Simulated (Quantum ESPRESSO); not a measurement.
Write the native input for Quantum ESPRESSO 7.5 that does the following.

| Quantity | Value |
| --- | --- |
| Task | band structure |
| Functional | PBE |
| Potentials or basis | PseudoDojo 0.4 FR PBE standard |
| Cutoff | 1143 eV |
| Density cutoff | 4572 eV |
| k mesh | 11 × 11 × 6 |
| Occupations | fermi-dirac, width 0.05 eV |
| Spin | spin-orbit coupling, no magnetisation |
| Mixing beta | 0.5 |
| Most SCF iterations | 120 |
| SCF threshold | 4e-10 Ry |

The system is Tc.

```
Tc
1.0
     2.74000    0.00000    0.00000
    -1.37000    2.37291    0.00000
     0.00000    0.00000    4.39800
Tc
2
Direct
  0.66667 0.33333 0.75000
  0.33333 0.66667 0.25000
```

The input as run:

pw.in

```
&CONTROL
  calculation = 'scf'
  prefix = 'pwscf'
  outdir = './tmp'
  pseudo_dir = './pseudo'
  tprnfor = .true.
  tstress = .true.
  disk_io = 'low'
/
&SYSTEM
  ibrav = 0
  A = 2.74
  nat = 2
  ntyp = 1
  ecutwfc = 84
  nbnd = 44
  occupations = 'smearing'
  smearing = 'fd'
  degauss = 0.00367493
  noncolin = .true.
  lspinorb = .true.
/
&ELECTRONS
  conv_thr = 4d-10
  electron_maxstep = 120
  mixing_beta = 0.5
/
ATOMIC_SPECIES
Tc    97.9072 Tc.upf
CELL_PARAMETERS alat
   1.0000000000    0.0000000000    0.0000000000
  -0.5000000000    0.8660254038    0.0000000000
   0.0000000000    0.0000000000    1.6051094891
ATOMIC_POSITIONS alat
Tc     0.5000000000    0.2886751346    1.2038321168
Tc     0.0000000000    0.5773502692    0.4012773723
K_POINTS automatic
11 11 6 0 0 0
```

bands.in

```
&CONTROL
  calculation = 'bands'
  prefix = 'pwscf'
  outdir = './tmp'
  pseudo_dir = './pseudo'
  disk_io = 'low'
  verbosity = 'high'
/
&SYSTEM
  ibrav = 0
  A = 2.74
  nat = 2
  ntyp = 1
  ecutwfc = 84
  nbnd = 44
  occupations = 'smearing'
  smearing = 'fd'
  degauss = 0.00367493
  noncolin = .true.
  lspinorb = .true.
/
&ELECTRONS
  conv_thr = 1d-08
  electron_maxstep = 120
  mixing_beta = 0.5
  diago_full_acc = .true.
/
ATOMIC_SPECIES
Tc    97.9072 Tc.upf
CELL_PARAMETERS alat
   1.0000000000    0.0000000000    0.0000000000
  -0.5000000000    0.8660254038    0.0000000000
   0.0000000000    0.0000000000    1.6051094891
ATOMIC_POSITIONS alat
Tc     0.5000000000    0.2886751346    1.2038321168
Tc     0.0000000000    0.5773502692    0.4012773723
K_POINTS crystal
60
 0.0000000000  0.0000000000  0.0000000000 1
 0.0714285714  0.0000000000  0.0000000000 1
 0.1428571429  0.0000000000  0.0000000000 1
 0.2142857143  0.0000000000  0.0000000000 1
 0.2857142857  0.0000000000  0.0000000000 1
 0.3571428571  0.0000000000  0.0000000000 1
 0.4285714286  0.0000000000  0.0000000000 1
 0.5000000000  0.0000000000  0.0000000000 1
 0.4583333333  0.0833333333  0.0000000000 1
 0.4166666667  0.1666666667  0.0000000000 1
 0.3750000000  0.2500000000  0.0000000000 1
 0.3333333333  0.3333333333  0.0000000000 1
 0.2962962963  0.2962962963  0.0000000000 1
 0.2592592593  0.2592592593  0.0000000000 1
 0.2222222222  0.2222222222  0.0000000000 1
 0.1851851852  0.1851851852  0.0000000000 1
 0.1481481481  0.1481481481  0.0000000000 1
 0.1111111111  0.1111111111  0.0000000000 1
 0.0740740741  0.0740740741  0.0000000000 1
 0.0370370370  0.0370370370  0.0000000000 1
 0.0000000000  0.0000000000  0.0000000000 1
 0.0000000000  0.0000000000  0.1250000000 1
 0.0000000000  0.0000000000  0.2500000000 1
 0.0000000000  0.0000000000  0.3750000000 1
 0.0000000000  0.0000000000  0.5000000000 1
 0.0625000000  0.0000000000  0.5000000000 1
 0.1250000000  0.0000000000  0.5000000000 1
 0.1875000000  0.0000000000  0.5000000000 1
 0.2500000000  0.0000000000  0.5000000000 1
 0.3125000000  0.0000000000  0.5000000000 1
 0.3750000000  0.0000000000  0.5000000000 1
 0.4375000000  0.0000000000  0.5000000000 1
 0.5000000000  0.0000000000  0.5000000000 1
 0.4666666667  0.0666666667  0.5000000000 1
 0.4333333333  0.1333333333  0.5000000000 1
 0.4000000000  0.2000000000  0.5000000000 1
 0.3666666667  0.2666666667  0.5000000000 1
 0.3333333333  0.3333333333  0.5000000000 1
 0.3030303030  0.3030303030  0.5000000000 1
 0.2727272727  0.2727272727  0.5000000000 1
 0.2424242424  0.2424242424  0.5000000000 1
 0.2121212121  0.2121212121  0.5000000000 1
 0.1818181818  0.1818181818  0.5000000000 1
 0.1515151515  0.1515151515  0.5000000000 1
 0.1212121212  0.1212121212  0.5000000000 1
 0.0909090909  0.0909090909  0.5000000000 1
 0.0606060606  0.0606060606  0.5000000000 1
 0.0303030303  0.0303030303  0.5000000000 1
 0.0000000000  0.0000000000  0.5000000000 1
 0.5000000000  0.0000000000  0.5000000000 1
 0.5000000000  0.0000000000  0.4000000000 1
 0.5000000000  0.0000000000  0.3000000000 1
 0.5000000000  0.0000000000  0.2000000000 1
 0.5000000000  0.0000000000  0.1000000000 1
 0.5000000000  0.0000000000  0.0000000000 1
 0.3333333333  0.3333333333  0.0000000000 1
 0.3333333333  0.3333333333  0.1250000000 1
 0.3333333333  0.3333333333  0.2500000000 1
 0.3333333333  0.3333333333  0.3750000000 1
 0.3333333333  0.3333333333  0.5000000000 1
```

Potentials or basis: PseudoDojo 0.4 FR PBE standard.

Launch:

```bash
$ OMP_NUM_THREADS=1 pw.x -in pw.in > pw.out
$ OMP_NUM_THREADS=1 pw.x -in bands.in > bands.out
```

Results of the run:

```
Pressure               : 3.8 GPa
Band gap on the k mesh : none (metal or under the smearing width)
```

It took 5 min on 1 thread of Arm Neoverse V1, on a shared host, peak memory 0.29 GiB.
